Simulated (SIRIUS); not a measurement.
# NbP (P1) in SIRIUS: single point with PBE

Aim: the single point of NbP with PBE.

All numbers are computed with SIRIUS 7.12.0; they aren't measurements. Logs are shortened: lines on timing, memory, paths and dates and some standing lists are left out, and cuts for length are marked. The log counts tension as positive stress, the text compression.

**1. The cell of the first run**

The typed cell holds 4 atoms: a = 6.210 Å, b = 6.210 Å, c = 6.210 Å, α = 148.70°, β = 148.70°, γ = 44.85°.

The cell is a database's computed one.

**2. Single point, PBE (atoms moved at random)**

Contents of sirius.json:

```json
{
  "control": {
    "processing_unit": "cpu",
    "std_evp_solver_name": "lapack",
    "gen_evp_solver_name": "lapack",
    "verbosity": 2,
    "print_forces": true,
    "ortho_rf": true,
    "use_second_variation": true,
    "rmt_max": 3.0,
    "num_bands_to_print": 24,
    "save_wf": true
  },
  "parameters": {
    "electronic_structure_method": "full_potential_lapwlo",
    "xc_functionals": ["XC_GGA_X_PBE", "XC_GGA_C_PBE"],
    "core_relativity": "dirac",
    "valence_relativity": "iora",
    "num_fv_states": 39,
    "smearing": "fermi_dirac",
    "smearing_width": 0.0018374661,
    "pw_cutoff": 20,
    "gk_cutoff": 3.62,
    "lmax_apw": 10,
    "lmax_rho": 8,
    "lmax_pot": 8,
    "num_mag_dims": 0,
    "auto_rmt": 0,
    "ngridk": [9, 9, 9],
    "shiftk": [0, 0, 0],
    "num_dft_iter": 80,
    "energy_tol": 1e-07,
    "density_tol": 1e-05,
    "use_symmetry": true
  },
  "settings": {"tol_ne": 1e-10},
  "iterative_solver": {"type": "exact"},
  "mixer": {"type": "anderson", "beta": 0.5, "max_history": 8},
  "unit_cell": {
    "lattice_vectors": [
      [-3.1651462306, 3.1651462306, 10.8472323782],
      [3.1651462306, -3.1651462306, 10.8472323782],
      [3.1651462306, 3.1651462306, -10.8472323782]
    ],
    "atom_types": ["Nb", "P"],
    "atom_files": {"Nb": "Nb.json", "P": "P.json"},
    "atoms": {
      "Nb": [[0.253561, 0.735582, 0.478283], [0.498191, 0.493121, -0.011483]],
      "P": [[0.846944, 0.314082, 0.495379], [0.06652, 0.078287, -0.010049]]
    }
  }
}
```

Contents of Nb.json:

```json
{
  "name": "niobium",
  "symbol": "Nb",
  "number": 41,
  "mass": 92.90638,
  "rmin": 1e-06,
  "rmt": 2.43,
  "nrmt": 800,
  "rinf": 17.91,
  "core": "1s2s2p3s3p3d",
  "valence": [
    {"basis": [{"enu": 0.18, "dme": 0, "n": 0, "auto": 0}, {"enu": 0.18, "dme": 1, "n": 0, "auto": 0}]},
    {"l": 0, "n": 1, "basis": [{"enu": 0.28, "dme": 0, "n": 0, "auto": 0}]},
    {"l": 1, "n": 2, "basis": [{"enu": 0.28, "dme": 0, "n": 0, "auto": 0}]},
    {"l": 2, "n": 3, "basis": [{"enu": 0.28, "dme": 0, "n": 0, "auto": 0}]},
    {"l": 3, "n": 4, "basis": [{"enu": 0.28, "dme": 0, "n": 0, "auto": 0}]}
  ],
  "lo": [
    {"l": 0, "basis": [{"enu": 0.28, "dme": 0, "n": 0, "auto": 0}, {"enu": 0.28, "dme": 1, "n": 0, "auto": 0}]},
    {
      "l": 0,
      "basis": [{"enu": -1.7446, "dme": 0, "n": 4, "auto": 1}, {"enu": -1.7446, "dme": 1, "n": 4, "auto": 1}]
    },
    {
      "l": 0,
      "basis": [{"enu": -1.7446, "dme": 1, "n": 4, "auto": 1}, {"enu": 0.28, "dme": 0, "n": 0, "auto": 0}]
    },
    {"l": 0, "basis": [{"enu": 0.28, "dme": 0, "n": 0, "auto": 0}, {"enu": 2.9896, "dme": 0, "n": 0, "auto": 0}]},
    {"l": 1, "basis": [{"enu": 0.28, "dme": 0, "n": 0, "auto": 0}, {"enu": 0.28, "dme": 1, "n": 0, "auto": 0}]},
    {
      "l": 1,
      "basis": [{"enu": -0.8722, "dme": 0, "n": 4, "auto": 1}, {"enu": -0.8722, "dme": 1, "n": 4, "auto": 1}]
    },
    {
      "l": 1,
      "basis": [{"enu": -0.8722, "dme": 1, "n": 4, "auto": 1}, {"enu": 0.28, "dme": 0, "n": 0, "auto": 0}]
    },
    {"l": 1, "basis": [{"enu": 0.28, "dme": 0, "n": 0, "auto": 0}, {"enu": 3.3961, "dme": 0, "n": 0, "auto": 0}]},
    {"l": 2, "basis": [{"enu": 0.28, "dme": 0, "n": 0, "auto": 0}, {"enu": 0.28, "dme": 1, "n": 0, "auto": 0}]},
    {"l": 2, "basis": [{"enu": 0.28, "dme": 1, "n": 0, "auto": 0}, {"enu": 0.28, "dme": 2, "n": 0, "auto": 0}]},
    {"l": 2, "basis": [{"enu": 0.28, "dme": 0, "n": 0, "auto": 0}, {"enu": 2.9219, "dme": 0, "n": 0, "auto": 0}]},
    {"l": 3, "basis": [{"enu": 0.28, "dme": 0, "n": 0, "auto": 0}, {"enu": 0.28, "dme": 1, "n": 0, "auto": 0}]},
    {"l": 3, "basis": [{"enu": 0.28, "dme": 0, "n": 0, "auto": 0}, {"enu": 3.2267, "dme": 0, "n": 0, "auto": 0}]}
  ],
  "free_atom": [... radial grid and density of the free atom, the start of the SCF ...]
}
```

Contents of P.json:

```json
{
  "name": "phosphorus",
  "symbol": "P",
  "number": 15,
  "mass": 30.973762,
  "rmin": 1e-06,
  "rmt": 2.19,
  "nrmt": 800,
  "rinf": 15.16,
  "core": "1s",
  "valence": [
    {"basis": [{"enu": 0.18, "dme": 0, "n": 0, "auto": 0}, {"enu": 0.18, "dme": 1, "n": 0, "auto": 0}]},
    {"l": 0, "n": 1, "basis": [{"enu": 0.1755, "dme": 0, "n": 0, "auto": 0}]},
    {"l": 1, "n": 2, "basis": [{"enu": 0.28, "dme": 0, "n": 0, "auto": 0}]},
    {"l": 2, "n": 3, "basis": [{"enu": 0.28, "dme": 0, "n": 0, "auto": 0}]},
    {"l": 3, "n": 4, "basis": [{"enu": 0.28, "dme": 0, "n": 0, "auto": 0}]}
  ],
  "lo": [
    {
      "l": 0,
      "basis": [{"enu": 0.1755, "dme": 0, "n": 0, "auto": 0}, {"enu": 0.1755, "dme": 1, "n": 0, "auto": 0}]
    },
    {
      "l": 0,
      "basis": [{"enu": 0.1755, "dme": 1, "n": 0, "auto": 0}, {"enu": 0.1755, "dme": 2, "n": 0, "auto": 0}]
    },
    {
      "l": 0,
      "basis": [{"enu": -5.8706, "dme": 0, "n": 2, "auto": 1}, {"enu": -5.8706, "dme": 1, "n": 2, "auto": 1}]
    },
    {
      "l": 0,
      "basis": [{"enu": 0.1755, "dme": 0, "n": 0, "auto": 0}, {"enu": 2.6775, "dme": 0, "n": 0, "auto": 0}]
    },
    {"l": 1, "basis": [{"enu": 0.28, "dme": 0, "n": 0, "auto": 0}, {"enu": 0.28, "dme": 1, "n": 0, "auto": 0}]},
    {
      "l": 1,
      "basis": [{"enu": -4.0888, "dme": 0, "n": 2, "auto": 1}, {"enu": -4.0888, "dme": 1, "n": 2, "auto": 1}]
    },
    {
      "l": 1,
      "basis": [{"enu": -4.0888, "dme": 1, "n": 2, "auto": 1}, {"enu": 0.28, "dme": 0, "n": 0, "auto": 0}]
    },
    {"l": 1, "basis": [{"enu": 0.28, "dme": 0, "n": 0, "auto": 0}, {"enu": 4.1165, "dme": 0, "n": 0, "auto": 0}]},
    {"l": 2, "basis": [{"enu": 0.28, "dme": 0, "n": 0, "auto": 0}, {"enu": 0.28, "dme": 1, "n": 0, "auto": 0}]},
    {"l": 2, "basis": [{"enu": 0.28, "dme": 1, "n": 0, "auto": 0}, {"enu": 0.28, "dme": 2, "n": 0, "auto": 0}]},
    {"l": 2, "basis": [{"enu": 0.28, "dme": 0, "n": 0, "auto": 0}, {"enu": 3.5326, "dme": 0, "n": 0, "auto": 0}]},
    {"l": 3, "basis": [{"enu": 0.28, "dme": 0, "n": 0, "auto": 0}, {"enu": 0.28, "dme": 1, "n": 0, "auto": 0}]}
  ],
  "free_atom": [... radial grid and density of the free atom, the start of the SCF ...]
}
```

Contents of sirius_start.json:

```json
{
  "control": {
    "processing_unit": "cpu",
    "std_evp_solver_name": "lapack",
    "gen_evp_solver_name": "lapack",
    "verbosity": 1,
    "print_forces": false,
    "ortho_rf": true,
    "use_second_variation": true,
    "rmt_max": 3.0,
    "num_bands_to_print": 24,
    "save_wf": false
  },
  "parameters": {
    "electronic_structure_method": "full_potential_lapwlo",
    "xc_functionals": ["XC_LDA_X", "XC_LDA_C_PW"],
    "core_relativity": "dirac",
    "valence_relativity": "iora",
    "num_fv_states": 39,
    "smearing": "fermi_dirac",
    "smearing_width": 0.0055123983,
    "pw_cutoff": 20,
    "gk_cutoff": 2.9,
    "lmax_apw": 10,
    "lmax_rho": 8,
    "lmax_pot": 8,
    "num_mag_dims": 0,
    "auto_rmt": 0,
    "ngridk": [4, 4, 4],
    "shiftk": [0, 0, 0],
    "num_dft_iter": 30,
    "energy_tol": 0.01,
    "density_tol": 0.05,
    "use_symmetry": true
  },
  "settings": {"tol_ne": 1e-10},
  "iterative_solver": {"type": "exact"},
  "mixer": {"type": "anderson", "beta": 0.5, "max_history": 8},
  "unit_cell": {
    "lattice_vectors": [
      [-3.1651462306, 3.1651462306, 10.8472323782],
      [3.1651462306, -3.1651462306, 10.8472323782],
      [3.1651462306, 3.1651462306, -10.8472323782]
    ],
    "atom_types": ["Nb", "P"],
    "atom_files": {"Nb": "Nb.json", "P": "P.json"},
    "atoms": {
      "Nb": [[0.253561, 0.735582, 0.478283], [0.498191, 0.493121, -0.011483]],
      "P": [[0.846944, 0.314082, 0.495379], [0.06652, 0.078287, -0.010049]]
    }
  }
}
```

Potentials or basis: all-electron FP-LAPW, apw+lo standard.

Launch:

```
OMP_NUM_THREADS=1 sirius.scf --input=sirius_start.json --output=start.json
OMP_NUM_THREADS=1 sirius.scf --input=sirius.json --output=output.json --task=1
```

The program printed:

```text
[info] SIRIUS version : 7.12.0
[info] number of MPI ranks           : 1
[info] MPI grid                      : 1 1
[info] maximum number of OMP threads : 1
[fft] FFT context for density and potential
[fft] =====================================
[fft]   plane wave cutoff                     : 20
[fft]   grid size                             : 80 80 80   total : 512000
[fft]   grid limits                           : -39 40   -39 40   -39 40
[fft]   number of G-vectors within the cutoff : 58605
[fft]   number of G-shells                    : 4188
[fft] FFT context for coarse grid
[fft] =====================================
[fft]   plane wave cutoff                     : 7.24
[fft]   grid size                             : 30 30 30   total : 27000
[fft]   grid limits                           : -14 15   -14 15   -14 15
[fft]   number of G-vectors within the cutoff : 2801
[fft]   number of G-shells                    : 250
[unit cell] lattice vectors
[unit cell]   a1 :      -3.1651462306      3.1651462306     10.8472323782
[unit cell]   a2 :       3.1651462306     -3.1651462306     10.8472323782
[unit cell]   a3 :       3.1651462306      3.1651462306    -10.8472323782
[unit cell] reciprocal lattice vectors
[unit cell]   b1 :       0.0000000000      0.9925584553      0.2896215868
[unit cell]   b2 :       0.9925584553      0.0000000000      0.2896215868
[unit cell]   b3 :       0.9925584553      0.9925584553     -0.0000000000
[unit cell] unit cell volume :       434.67683288 [a.u.^3]
[unit cell] 1/sqrt(omega)    :         0.04796415
[unit cell] MT volume        :       208.20269453 (47.90%)
[unit cell] IT volume        :       226.47413835 (52.10%)
[unit cell] number of atom types : 2
[unit cell] type id : 0 symbol : Nb mt_radius :   2.430000 num_atoms : 2
[unit cell] type id : 1 symbol :  P mt_radius :   2.190000 num_atoms : 2
[unit cell] total number of atoms : 4
[unit cell] number of symmetry classes : 4
[unit cell] atom id  type id  class id             position                      vector_field
[unit cell] ------------------------------------------------------------------------------------------
[unit cell]      0        0        0      0.25356   0.73558   0.47828      0.00000   0.00000   0.00000
[unit cell]      1        0        1      0.49819   0.49312  -0.01148      0.00000   0.00000   0.00000
[unit cell]      2        1        2      0.84694   0.31408   0.49538      0.00000   0.00000   0.00000
[unit cell]      3        1        3      0.06652   0.07829  -0.01005      0.00000   0.00000   0.00000
[unit cell] atom id         position (Cartesian, a.u.)
[unit cell] ---------------------------------------------
[unit cell]      0       3.039503   -0.011831    5.541417
[unit cell]      1      -0.052393   -0.020298   10.877550
[... 792 lines left out ...]
[find] kinetic energy                 :    8594.68898639
[find] enuc                           :  -10070.56602899
[find] <rho|V^{XC}>                   :    -370.54363130
[find] <rho|E^{XC}>                   :    -284.70551987
[find] <mag|B^{XC}>                   :       0.00000000
[find] <rho|V^{H}>                    :  -13129.42213912
[find] smearing (-TS)                 :      -0.00023901
[find] SCF correction                 :       0.00000368
[find] Total energy                   :   -8325.29362834 (Ha),  -16650.58725667 (Ry)
[find] Free energy (E-TS)             :   -8325.29386735 (Ha),  -16650.58773469 (Ry)
[find] band gap (eV)                  :       0.00376305
[find] Efermi                         :       0.38473114
[find] iteration : 10, RMS (target) : 1.8301e-06 (1.0000e-05) , energy difference (target) : -8.1582e-09 (1.0000e-07)
[find] converged after 11 SCF iterations!
Warning in function "check_num_electrons" at src/density/density.cpp:1179
wrong number of electrons
  obtained value : 112
  target value : 112
  difference : 1.04183e-05
  total core leakage : 6.74406e-06
    atom class : 0, core leakage : 3.36552e-06
    atom class : 1, core leakage : 3.37854e-06
    atom class : 2, core leakage : 0
    atom class : 3, core leakage : 0
[find] Charges and magnetic moments
[find] --------------------------------------------------------------------------------
[find] atom      charge    core leakage
[find] --------------------------------------------------------------------------------
[find]    0   38.768398    3.365518e-06
[find]    1   38.811439    3.378538e-06
[find]    2   13.514279    0.000000e+00
[find]    3   13.483506    0.000000e+00
[find] total core leakage    : 6.74405656e-06
[find] interstitial charge   : 7.422367
[find] total charge          : 111.999990
[find] Energy
[find] --------------------------------------------------------------------------------
[find] valence_eval_sum               :     -82.11435017
[find] core_eval_sum                  :   -4823.16243386
[find] kinetic energy                 :    8594.68898639
[find] enuc                           :  -10070.56602899
[find] <rho|V^{XC}>                   :    -370.54363130
[find] <rho|E^{XC}>                   :    -284.70551987
[find] <mag|B^{XC}>                   :       0.00000000
[find] <rho|V^{H}>                    :  -13129.42213912
[find] smearing (-TS)                 :      -0.00023901
[find] SCF correction                 :       0.00000368
[find] Total energy                   :   -8325.29362834 (Ha),  -16650.58725667 (Ry)
[find] Free energy (E-TS)             :   -8325.29386735 (Ha),  -16650.58773469 (Ry)
[find] band gap (eV)                  :       0.00376305
[find] Efermi                         :       0.38473114
[ground_state]
[ground_state] ==== total Forces in Ha/bohr =====
[ground_state] atom:    0, force:       0.0054868      0.0074894     -0.0217477
[ground_state] atom:    1, force:       0.0025034     -0.0006442     -0.0053379
[ground_state] atom:    2, force:       0.0010013     -0.0132661      0.0050144
[ground_state] atom:    3, force:      -0.0089418      0.0064630      0.0220615
[ground_state] ==== contribution from density =====
[ground_state] atom:    0, force:      -0.0482705     -0.0555192      0.1017604
[ground_state] atom:    1, force:      -0.0201382     -0.0211175      0.0232065
[ground_state] atom:    2, force:      -0.0034463     -0.0324486      0.0136516
[ground_state] atom:    3, force:      -0.0210705      0.0091272      0.0323461
[ground_state] ==== contribution from Hartree potential =====
[ground_state] atom:    0, force:       0.0563413      0.0751773     -0.1310621
[ground_state] atom:    1, force:       0.0327635      0.0197414     -0.0227988
[ground_state] atom:    2, force:       0.0005481      0.0019483     -0.0126406
[ground_state] atom:    3, force:       0.0003708      0.0003377     -0.0015302
[ground_state] ==== contribution from IBS =====
[ground_state] atom:    0, force:      -0.0025840     -0.0121687      0.0075540
[ground_state] atom:    1, force:      -0.0101219      0.0007319     -0.0057456
[ground_state] atom:    2, force:       0.0038995      0.0172342      0.0040034
[ground_state] atom:    3, force:       0.0117578     -0.0030019     -0.0087543
```

Run time: 28 min. Hardware: 1 thread of Arm Neoverse V1, shared host; peak memory 2.5 GiB.

What came out:

| Quantity | Value |
| --- | --- |
| Free energy | -226542.7870 eV |
| Largest force | 1.268 eV/Å |
| Band gap on the k mesh | none (metal or under the smearing width) |
| All electrons inside the program's atomic spheres | Nb 38.77, 38.81; P 13.51, 13.48 (radii Nb 2.43, P 2.19 bohr) |

Forces on the atoms (eV/Å):
```
Nb   0.282  0.385 -1.118
Nb   0.129 -0.033 -0.274
P    0.051 -0.682  0.258
P   -0.460  0.332  1.134
```

Levels at points of the mesh, in eV from the Fermi level:
| k point | band 23 | band 24 | band 25 | band 26 | band 27 | band 28 | band 29 | band 30 |
| --- | --- | --- | --- | --- | --- | --- | --- | --- |
| (0.00, 0.00, 0.00) | -1.99 | -1.77 | -1.38 | -1.26 | 0.74 | 1.45 | 2.78 | 3.03 |
